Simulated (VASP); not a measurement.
# InP (F-43m) in VASP: single point with PBE

Aim: the single point of InP with PBE.

Everything below comes from runs of VASP 6.6.1. Logs are shortened: lines on timing, memory, paths and dates and some standing lists are left out, and cuts for length are marked.

**What was measured.**

A printed reference work, data compilation reports, for a bulk crystal of InP at 1.6 K: band gap 1.4236 eV (direct).

The runs below are set against these values where they give the same quantity.

### 1 The crystal as given

It takes space group F-43m (No. 216, cubic). Conventional cell: a = 5.861 Å, b = 5.861 Å, c = 5.861 Å, α = 90.00°, β = 90.00°, γ = 90.00°. Around In (site symmetry -43m) lie 4 P at 2.54 Å. P (site symmetry -43m) is surrounded by 4 In at 2.54 Å.

### 2 Single point, PBE

The input, INCAR:

```
PREC = Accurate ; ENCUT = 520
EDIFF = 1E-6 ; ISMEAR = 0
SIGMA = 0.05 ; LREAL = F
LASPH = T ; NELM = 100
ALGO = Normal ; ISIF = 2
LWAVE = F ; LCHARG = F
GGA = PE ; NBANDS = 16
```

The input, KPOINTS:

```
Automatic mesh
0
Gamma
  14 14 14
```

The input, POSCAR:

```
InP
1.0
    0.0000000000      2.9305000000      2.9305000000
    2.9305000000      0.0000000000      2.9305000000
    2.9305000000      2.9305000000      0.0000000000
In P
1 1
Direct
    0.0000000000      0.0000000000      0.0000000000
    0.2500000000      0.2500000000      0.2500000000
```

Potentials or basis: VASP PAW PBE potentials, release 64 (In_d, P).

On the command line:

```console
> cat potpaw_PBE.64/In_d/POTCAR potpaw_PBE.64/P/POTCAR > POTCAR
> mpirun -np 1 vasp_std > vasp.out
```

OUTCAR:

```text
PREC = Accurate
   ENCUT = 520
   EDIFF = 1E-6
   ISMEAR = 0
   LREAL = F
   LASPH = T
   NELM = 100
   ISIF = 2
   GGA = PE

 ion  position               nearest neighbor table
   1  0.000  0.000  0.000-   2 2.54   2 2.54   2 2.54   2 2.54
   2  0.250  0.250  0.250-   1 2.54   1 2.54   1 2.54   1 2.54

  LATTYP: Found a face centered cubic cell.
 ALAT       =     5.8610000000

  Lattice vectors:

 A1 = (   0.0000000000,   2.9305000000,   2.9305000000)
 A2 = (   2.9305000000,   0.0000000000,   2.9305000000)
 A3 = (   2.9305000000,   2.9305000000,   0.0000000000)

Analysis of symmetry for initial positions (statically):
=====================================================================
 Subroutine PRICEL returns:
 Original cell was already a primitive cell.

 Routine SETGRP: Setting up the symmetry group for a
 face centered cubic supercell.

 Subroutine GETGRP returns: Found 24 space group operations
 (whereof 24 operations were pure point group operations)
 out of a pool of 48 trial point group operations.

The static configuration has the point symmetry T_d .

Analysis of symmetry for dynamics (positions and initial velocities):
=====================================================================
 Subroutine PRICEL returns:
 Original cell was already a primitive cell.

 Routine SETGRP: Setting up the symmetry group for a
 face centered cubic supercell.

 Subroutine GETGRP returns: Found 24 space group operations
 (whereof 24 operations were pure point group operations)
 out of a pool of 48 trial point group operations.

The dynamic configuration has the point symmetry T_d .

 Subroutine INISYM returns: Found 24 space group operations
 (whereof 24 operations are pure point group operations),
 and found     1 'primitive' translations

----------------------------------------------------------------------------------------

                                     Primitive cell

  volume of cell :      50.3333

  direct lattice vectors                    reciprocal lattice vectors
     0.000000000  2.930500000  2.930500000    -0.170619348  0.170619348  0.170619348
     2.930500000  0.000000000  2.930500000     0.170619348 -0.170619348  0.170619348
     2.930500000  2.930500000  0.000000000     0.170619348  0.170619348 -0.170619348

  length of vectors
     4.144352845  4.144352845  4.144352845     0.295521380  0.295521380  0.295521380

  position of ions in fractional coordinates (direct lattice)
     0.000000000  0.000000000  0.000000000
     0.250000000  0.250000000  0.250000000

  ion indices of the primitive-cell ions
   primitive index   ion index
                 1           1
                 2           2

----------------------------------------------------------------------------------------

 KPOINTS: Automatic mesh

Automatic generation of k-mesh.
 Grid dimensions read from file:
 generate k-points for:   14   14   14

 Generating k-lattice:

  Cartesian coordinates                     Fractional coordinates (reciprocal lattice)
    -0.012187096  0.012187096  0.012187096     0.071428571  0.000000000  0.000000000
     0.012187096 -0.012187096  0.012187096     0.000000000  0.071428571  0.000000000
     0.012187096  0.012187096 -0.012187096     0.000000000  0.000000000  0.071428571

  Length of vectors
     0.021108670  0.021108670  0.021108670

  Shift w.r.t. Gamma in fractional coordinates (k-lattice)
     0.000000000  0.000000000  0.000000000

 Subroutine IBZKPT returns following result:
 ===========================================

 Found    104 irreducible k-points:

 Following reciprocal coordinates:
            Coordinates               Weight
  0.000000  0.000000  0.000000      1.000000
  0.071429  0.000000  0.000000      8.000000
  0.142857  0.000000  0.000000      8.000000
  0.214286  0.000000  0.000000      8.000000
  0.285714  0.000000  0.000000      8.000000
  0.357143  0.000000  0.000000      8.000000
[... 16 lines left out ...]
  0.214286  0.142857  0.000000     24.000000
  0.285714  0.142857  0.000000     24.000000
 [... further k-points ...]
   k-points           NKPTS =    104   k-points in BZ     NKDIM =    104   number of bands    NBANDS=     16
   number of dos      NEDOS =    301   number of ions     NIONS =      2
   total plane-waves  NPLWV =  32768
   dimension x,y,z NGX =    32 NGY =   32 NGZ =   32
   dimension x,y,z NGXF=    64 NGYF=   64 NGZF=   64
   ions per type =               1   1
   NGX,Y,Z   is equivalent  to a cutoff of  12.84, 12.84, 12.84 a.u.
   NGXF,Y,Z  is equivalent  to a cutoff of  25.67, 25.67, 25.67 a.u.
 SYSTEM =  unknown system
   PREC   = accura    normal or accurate (medium, high low for compatibility)
   ISTART =      0    job   : 0-new  1-cont  2-samecut
   ICHARG =      2    charge: 1-file 2-atom 10-const
   ISPIN  =      1    spin polarized calculation?
   LNONCOLLINEAR =      F non collinear calculations
   LSORBIT =      F    spin-orbit coupling
   LASPH  =      T    aspherical Exc in radial PAW
   ENCUT  =  520.0 eV  38.22 Ry    6.18 a.u.   7.71  7.71  7.71*2*pi/ulx,y,z
   NELM   =    100;   NELMIN=  2; NELMDL= -5     # of ELM steps
   EDIFF  = 0.1E-05   stopping-criterion for ELM
   LREAL  =      F    real-space projection
   EDIFFG = 0.1E-04   stopping-criterion for IOM
   NSW    =      0    number of steps for IOM
   IBRION =     -1    ionic relax: 0-MD 1-quasi-New 2-CG
   NFREE  =      0    steps in history (QN), initial steepest desc. (CG)
   ISIF   =      2    stress and relaxation
   ISYM   =      2    0-nonsym 1-usesym 2-fastsym
   POTIM  = 0.5000    time-step for ionic-motion
   TEBEG  =    0.0;   TEEND  =   0.0 temperature during run
   PSTRESS=    0.0 pullay stress
   NELECT =      18.0000    total number of electrons
   NUPDOWN=      -1.0000    fix difference up-down
   EMIN   =  10.00;   EMAX   =-10.00  energy-range for DOS
   EFERMI =   0.00;   METHOD = LEGACY
   ISMEAR =     0;   SIGMA  =   0.05  broadening in eV -4-tet -1-fermi 0-gaus
   EFERMI_NEDOS =   21; number of points for ismear=-14 and -15
   IALGO  =     38    algorithm
   IMIX   =      4    mixing-type and parameters
     AMIX     =   0.40;   BMIX     =  1.00
     AMIX_MAG =   1.60;   BMIX_MAG =  1.00
  volume/ion in A,a.u.               =      25.17       169.83
  Fermi-wavevector in a.u.,A,eV,Ry     =   1.162021  2.195901 18.371846  1.350293
  Thomas-Fermi vector in A             =   2.298587
   LORBIT       =      0    0 simple, 1 ext, 2 COOP (PROOUT), +10 PAW based schemes
   GGA     = PE    functional components
   LHFCALC =     F    Hartree Fock is set to
   AEXX    =    0.0000 exact exchange contribution
   IVDW    =     0    specifies the selected vdW correction
   LEPSILON=     F    determine dielectric tensor
   LRPA    =     F    only Hartree local field effects (RPA)
 non-spin polarized calculation
 Gauss-broadening in eV      SIGMA  =   0.05
  energy-cutoff  :      520.00
  volume of cell :       50.33
 maximum number of plane-waves:      1380
   NGX = 15   NGY = 15   NGZ = 15

 number of electron      18.0000005 magnetization

 Free energy of the ion-electron system (eV)
  ---------------------------------------------------
  ext. energy  EPLUGINS =         0.00000000
  ---------------------------------------------------
  free energy    TOTEN  =        -8.38292085 eV

  energy without entropy =       -8.38292085  energy(sigma->0) =       -8.38292085

 E-fermi :   5.4330     XC(G=0):  -9.2838

 val. band max:        5.1871934041   @ k =   0.0000   0.0000   0.0000
 cond. band min:       5.8997754294   @ k =   0.0000   0.0000   0.0000
 fundamental gap:      0.7125820252
 Fermi energy:         5.4329702052

 k-point     1 :       0.0000    0.0000    0.0000
  band No.  band energies     occupation
      1      -8.9966      2.00000
      2      -8.9966      2.00000
      3      -8.9966      2.00000
      4      -8.8445      2.00000
      5      -8.8445      2.00000
      6      -6.3298      2.00000
[... 8 lines left out ...]
     15      14.6377      0.00000
     16      14.6377      0.00000

 k-point     2 :       0.0714    0.0000    0.0000
  band No.  band energies     occupation
      1      -9.0032      2.00000
      2      -8.9941      2.00000
      3      -8.9941      2.00000
      4      -8.8445      2.00000
      5      -8.8445      2.00000
      6      -6.2709      2.00000
[... 8 lines left out ...]
     15      14.3372      0.00000
     16      14.3372      0.00000

 k-point     3 :       0.1429    0.0000    0.0000
  band No.  band energies     occupation
      1      -9.0210      2.00000
      2      -8.9871      2.00000
      3      -8.9871      2.00000
      4      -8.8443      2.00000
      5      -8.8443      2.00000
      6      -6.0978      2.00000
[... 8 lines left out ...]
     15      13.9070      0.00000
     16      14.6465      0.00000

 k-point     4 :       0.2143    0.0000    0.0000
  band No.  band energies     occupation
      1      -9.0458      2.00000
      2      -8.9779      2.00000
      3      -8.9779      2.00000
      4      -8.8431      2.00000
      5      -8.8431      2.00000
      6      -5.8223      2.00000
[... 8 lines left out ...]
     15      13.7251      0.00000
     16      14.5033      0.00000

 k-point     5 :       0.2857    0.0000    0.0000
  band No.  band energies     occupation
      1      -9.0722      2.00000
      2      -8.9691      2.00000
      3      -8.9691      2.00000
      4      -8.8402      2.00000
      5      -8.8402      2.00000
      6      -5.4676      2.00000
[... 8 lines left out ...]
     15      13.9336      0.00000
     16      14.1825      0.00000

 k-point     6 :       0.3571    0.0000    0.0000
  band No.  band energies     occupation
      1      -9.0951      2.00000
      2      -8.9625      2.00000
      3      -8.9625      2.00000
      4      -8.8361      2.00000
      5      -8.8361      2.00000
      6      -5.0791      2.00000
[... 8 lines left out ...]
     15      14.5188      0.00000
     16      14.5188      0.00000

 k-point     7 :       0.4286    0.0000    0.0000
  band No.  band energies     occupation
      1      -9.1105      2.00000
      2      -8.9588      2.00000
      3      -8.9588      2.00000
      4      -8.8324      2.00000
      5      -8.8324      2.00000
      6      -4.7453      2.00000
[... 8 lines left out ...]
     15      15.3157      0.00000
     16      15.3157      0.00000

 k-point     8 :       0.5000    0.0000    0.0000
  band No.  band energies     occupation
      1      -9.1160      2.00000
      2      -8.9577      2.00000
      3      -8.9577      2.00000
      4      -8.8309      2.00000
      5      -8.8309      2.00000
      6      -4.6055      2.00000
[... 8 lines left out ...]
     15      15.8317      0.00000
     16      15.8317      0.00000

 k-point     9 :       0.0714    0.0714    0.0000
  band No.  band energies     occupation
      1      -9.0081      2.00000
      2      -8.9917      2.00000
      3      -8.9917      2.00000
      4      -8.8464      2.00000
      5      -8.8427      2.00000
      6      -6.2514      2.00000
[... 8 lines left out ...]
     15      14.2108      0.00000
     16      14.6841      0.00000
[... 172 lines left out ...]
 k-point    19 :      -0.2143    0.0714    0.0000
  band No.  band energies     occupation
      1      -9.0592      2.00000
      2      -8.9745      2.00000
      3      -8.9699      2.00000
      4      -8.8467      2.00000
      5      -8.8386      2.00000
      6      -5.6638      2.00000
[... 8 lines left out ...]
     15      14.1214      0.00000
     16      14.9225      0.00000

 k-point    20 :      -0.1429    0.0714    0.0000
  band No.  band energies     occupation
      1      -9.0347      2.00000
      2      -8.9839      2.00000
      3      -8.9787      2.00000
      4      -8.8473      2.00000
      5      -8.8410      2.00000
      6      -5.9667      2.00000
[... 8 lines left out ...]
     15      14.0313      0.00000
     16      15.0810      0.00000

 k-point    21 :      -0.0714    0.0714    0.0000
  band No.  band energies     occupation
      1      -9.0145      2.00000
      2      -8.9912      2.00000
      3      -8.9875      2.00000
      4      -8.8462      2.00000
      5      -8.8428      2.00000
      6      -6.1740      2.00000
[... 8 lines left out ...]
     15      14.2423      0.00000
     16      14.5512      0.00000

 k-point    22 :       0.1429    0.1429    0.0000
  band No.  band energies     occupation
      1      -9.0384      2.00000
      2      -8.9777      2.00000
      3      -8.9777      2.00000
      4      -8.8524      2.00000
      5      -8.8379      2.00000
      6      -6.0215      2.00000
[... 8 lines left out ...]
     15      14.8206      0.00000
     16      15.2707      0.00000

 k-point    23 :       0.2143    0.1429    0.0000
  band No.  band energies     occupation
      1      -9.0584      2.00000
      2      -8.9691      2.00000
      3      -8.9678      2.00000
      4      -8.8558      2.00000
      5      -8.8348      2.00000
      6      -5.8186      2.00000
[... 8 lines left out ...]
     15      14.7828      0.00000
     16      15.8523      0.00000

 k-point    24 :       0.2857    0.1429    0.0000
  band No.  band energies     occupation
      1      -9.0793      2.00000
      2      -8.9618      2.00000
      3      -8.9578      2.00000
      4      -8.8571      2.00000
      5      -8.8316      2.00000
      6      -5.5222      2.00000
[... 8 lines left out ...]
     15      14.8303      0.00000
     16      15.7431      0.00000

 [... further k-points ...]
[... 5 lines left out ...]
  --------------------------------------------------------------------------------------
  -------------------------------------------------------------------------------------
  Total        1.0317981      1.0317981      1.0317981      0.0000000      0.0000000     -0.0000000
  in kB       32.8435537     32.8435537     32.8435537      0.0000000      0.0000000     -0.0000000
  external PRESSURE =      32.8435537 kB  Pullay stress =       0.0000000 kB

 VOLUME and BASIS-vectors are now :
 -----------------------------------------------------------------------------
  energy-cutoff  :      520.00
  volume of cell :       50.33
      direct lattice vectors                 reciprocal lattice vectors
     0.000000000  2.930500000  2.930500000    -0.170619348  0.170619348  0.170619348
     2.930500000  0.000000000  2.930500000     0.170619348 -0.170619348  0.170619348
     2.930500000  2.930500000  0.000000000     0.170619348  0.170619348 -0.170619348

 POSITION                                       TOTAL-FORCE (eV/Angst)
 -----------------------------------------------------------------------------------
      0.00000      0.00000      0.00000        -0.000000     -0.000000     -0.000000
      1.46525      1.46525      1.46525         0.000000      0.000000      0.000000
 -----------------------------------------------------------------------------------
    total drift:                               -0.000000     -0.000000     -0.000000

  FREE ENERGIE OF THE ION-ELECTRON SYSTEM (eV)
  ---------------------------------------------------
  free  energy   TOTEN  =        -8.3829208549 eV

  energy  without entropy=       -8.3829208549  energy(sigma->0) =       -8.38292085
```

Run time: 44 s. Hardware: 1 thread of Intel Xeon 6975P-C (Granite Rapids), shared host; peak memory 0.22 GiB.

What came out:

```yaml
Free_energy: -8.3829 eV
Pressure: 3.3 GPa
Band_gap_on_the_k_mesh: 0.71 eV, direct
```

Caveat: spin-orbit coupling is left out, which moves the levels of the heavy elements.

### 3 Against experiment

Step 2. Against the measured gap of InP, 1.4236 eV (direct; 1.6 K; a printed reference work, data compilation), the calculated 0.71 eV is off by -0.71 eV. Spin-orbit coupling on In is left out. The value is that of PBE, without temperature or zero-point motion. Semilocal functionals fall short of measured gaps as a rule.
